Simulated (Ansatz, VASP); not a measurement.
## Fe: VASP beside Ansatz

File INCAR:

```
  ALGO = Normal
  EDIFF = 1E-6
  EDIFFG = -0.01
  ENCUT = 600
  GGA = RE
  IBRION = 2
  ISIF = 3
  ISMEAR = -1
  ISPIN = 2
  IVDW = 12
  LASPH = True
  LCHARG = False
  LMAXMIX = 4
  LORBIT = 11
  LREAL = False
  LWAVE = False
  MAGMOM = 3
  NELM = 150
  NSW = 60
  PREC = Accurate
  SIGMA = 0.05
```

File KPOINTS:

```
k-points
0
Gamma
  13 13 13
```

Contents of POSCAR:

```
Fe
1.0
   -1.4430000000      1.4430000000      1.4430000000
    1.4430000000     -1.4430000000      1.4430000000
    1.4430000000      1.4430000000     -1.4430000000
Fe
1
Direct
    0.0000000000      0.0000000000      0.0000000000
```

File input.yaml:

```yaml
crystal:
  lattice:
    - [-1.443, 1.443, 1.443]
    - [1.443, -1.443, 1.443]
    - [1.443, 1.443, -1.443]
  atoms:
    - { symbol: Fe, position: [0.0, 0.0, 0.0], spin: 3.0 }
hamiltonian:
  xc: revpbe
  pseudopotentials: { kind: paw }
  dispersion: d3bj
magnetization:
  spin_polarized: true
kpoints:
  mp_grid: { grid: [13, 13, 13] }
scf:
  occupations: { method: fermi_dirac, width: 0.05 }
output:
  forces: true
  stress: true
relax:
  f_tol: 0.01
  max_steps: 40
  cell: { stress_tol: 0.05 }
```

Alike in both runs: task relaxation of cell and atoms; functional revPBE; dispersion D3(BJ); k mesh 13 × 13 × 13; occupations fermi-dirac, width 0.05 eV; collinear spin.

```csv
,VASP,Ansatz
version,VASP 6.6.1,Ansatz 0.2.0
potentials or method,"VASP PAW PBE potentials, release 64 (Fe)",Ansatz PAW
plane-wave cutoff (eV),600,420
valence electrons in the cell,8,16
```

VASP gave:

- net moment per atom (μB): 2.10
- size of the moment on the site where the two differ most (μB): 2.10
- relaxed volume (Å³/atom): 10.96
- relaxed cell length with the largest relative difference (Å): 2.424
- energy change over the relaxation (meV/atom): -53

**Question.** What did Ansatz give for the same quantities?

**Answer.** net moment per atom (μB): 2.09; size of the moment on the site where the two differ most (μB): 2.14; relaxed volume (Å³/atom): 10.98; relaxed cell length with the largest relative difference (Å): 2.425; energy change over the relaxation (meV/atom): -53.

Site moments also hang on the region over which each program counts them. The two sets of potentials don't hold the same shells in valence.

Caveats: the PAW data sets were made with another functional, which shifts forces and pressure a little (VASP); pairwise dispersion overbinds metals, which lowers pressure and volume (VASP); the plane-wave basis is chosen anew once the cell has moved, so the energies of steps on either side of that aren't comparable (Ansatz); the PAW data sets come from PBE, with cores solved anew for the run's functional, which leaves a small shift of forces and pressure (Ansatz).
